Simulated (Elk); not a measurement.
An Elk run on Sb with settings drawn from a wide range, so not all are converged; totals and levels move with the basis, and no second program has checked them. Method: DFT, Wu-Cohen GGA, all-electron APW+lo, Dirac cores, scalar-relativistic bands with second-variational spin-orbit coupling in Elk 11.2.3 with local patches. Elk's input is in atomic units.

Command: `OMP_NUM_THREADS=1 elk` The run took 0.02 s on 1 thread of Intel(R) Xeon(R) Platinum 8259CL CPU @ 2.50GHz (Skylake/Cascade Lake), on a shared host, peak memory 0.03 GiB.

```
tasks
  0
  110
  115
  21

xctype
  26

rgkmax
  8.5

gmaxvr
  18

lmaxapw
  10

lmaxo
  7

lmaxi
  2

nrmtscf
  2.5

nempty
  6

epspot
  1e-06

epsengy
  0.0001

maxscl
  100

swidth
  0.004

stype
  3

lradstp
  2

mixtype
  3

hmaxvr
  4

nxlo
  1

tforce
  .true.

spinorb
  .true.

sppath
  './'

avec
  5.93145593312 0.00000000000 0.00000000000
  0.00000000000 5.93145593312 0.00000000000
  0.00000000000 0.00000000000 5.93145593312

atoms
  1
  'Sb.in'
  1
  0.000000000000 0.000000000000 0.000000000000   0.000 0.000 0.000

ngridk
  5 5 5

plot1d
  8 30
  0.0000000000 0.0000000000 0.0000000000
  0.0000000000 0.5000000000 0.0000000000
  0.5000000000 0.5000000000 0.0000000000
  0.0000000000 0.0000000000 0.0000000000
  0.5000000000 0.5000000000 0.5000000000
  0.0000000000 0.5000000000 0.0000000000
  0.5000000000 0.5000000000 0.5000000000
  0.5000000000 0.5000000000 0.0000000000
```

Muffin-tin radii in the species files: Sb 2.08 bohr.

The geometry is COD entry 9013008, unchecked; take it as a test cell. The listed cell was then made from it by scaling, straining or moving an atom.

What does the run give?

It refused before any iteration.
```
Error(init0): requested spin-polarised run with spin-unpolarised
 exchange-correlation functional
```
